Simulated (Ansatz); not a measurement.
## ZnAu: the change of pressure and energy less free atoms with volume per atom

Periodic Kohn-Sham DFT of a crystal at fixed atoms; pressure and stress are positive in compression; the energy is the free energy less that of spherical unpolarised free atoms; site moments are those in the method's own spheres, positive along +z. The results are calculated, by Ansatz 0.2.0.

Cell of the first row (space group Pm-3m, No. 221):
```
CELL_PARAMETERS angstrom
3.08330 0.00000 0.00000
0.00000 3.08330 0.00000
0.00000 0.00000 3.08330
ATOMIC_POSITIONS crystal
Zn 0.50000 0.50000 0.50000
Au 0.00000 0.00000 0.00000
```

Settings of every row: method all-electron LAPW; functional PBE; relativity scalar; k mesh 13x13x13; filling fermi-dirac; smearing width 0.05 eV; basis error target 0.5 meV/atom; nucleus gaussian.

Atom start moment: 0 on all atoms.

Limits: no spin-orbit coupling on heavy atoms.

| row | volume per atom (Å³) | pressure (GPa) | energy less free atoms (eV/atom) |
| --- | --- | --- | --- |
| 1 | 14.656 | 15.145 | -2.3137 |
| 2 | 15.116 | 9.579 | -2.349 |
| 3 | 15.583 | 4.869 | -2.3698 |
| 4 | 16.051 | ? | ? |
| 5 | 16.518 | -2.282 | -2.3761 |

Question: what pressure and energy less free atoms should row 4 give?

Worked fit of pressure. Take u = (V_r/V)^(2/3) − 1 with V_r = 15.349 Å³ an atom, which is twice the finite (Eulerian) strain; such expansions in the strain, on which the Birch-Murnaghan equation of state is built, carry the rest volume and the bulk modulus. The shown rows have u = 0.03128, 0.01025, -0.01004, -0.04776. Least squares give pressure = 7.1232 + 232.817 × u + 752.08 × u² GPa; a straight line predicts inner rows, each left out in turn, worse (root mean square 0.74 against 0.019 GPa). The rows lie off it by 0.003, -0.010, 0.007, -0.001 (root mean square 0.0063 GPa). The pressure vanishes at u = -0.0344, or V = 16.18 Å³ an atom, and there the bulk modulus at fixed shape and fractions is B = −V dP/dV = (2/3)(1 + u) dP/du = 117 GPa. The withheld row has u = -0.02937, so the fit gives 7.1232 + 232.817 × (-0.02937) + 752.08 × (-0.02937)² = 0.934 GPa.

The calculation gave 0.959 GPa. The fit lies 0.025 GPa (2.6 % of the value, 0.14 % of the column's range) below it; its largest miss of a shown row is 0.010 GPa.

Worked fit of energy less free atoms. Take u = (V_r/V)^(2/3) − 1 with V_r = 15.349 Å³ an atom, which is twice the finite (Eulerian) strain; such expansions in the strain, on which the Birch-Murnaghan equation of state is built, carry the rest volume and the bulk modulus. The shown rows have u = 0.03128, 0.01025, -0.01004, -0.04776. Least squares give energy less free atoms = −2.36105 + 1.0379 × u + 15.144 × u² eV/atom; a straight line predicts inner rows, each left out in turn, worse (root mean square 0.015 against 0.00037 eV/atom). The rows lie off it by 0.0001, -0.0002, 0.0001, 0.0000. Its lowest point lies at u = -0.0343, or V = 16.17 Å³ an atom, and the curvature there gives the bulk modulus at fixed shape and fractions, B = (4/9)(1 + u)² E″(u)/V = 124 GPa. The withheld row has u = -0.02937, so the fit gives −2.36105 + 1.0379 × (-0.02937) + 15.144 × (-0.02937)² = -2.3785 eV/atom.

The calculation gave -2.3781 eV/atom. The fit lies 0.0004 eV/atom (0.62 % of the column's range) below it; its largest miss of a shown row is 0.0002 eV/atom.
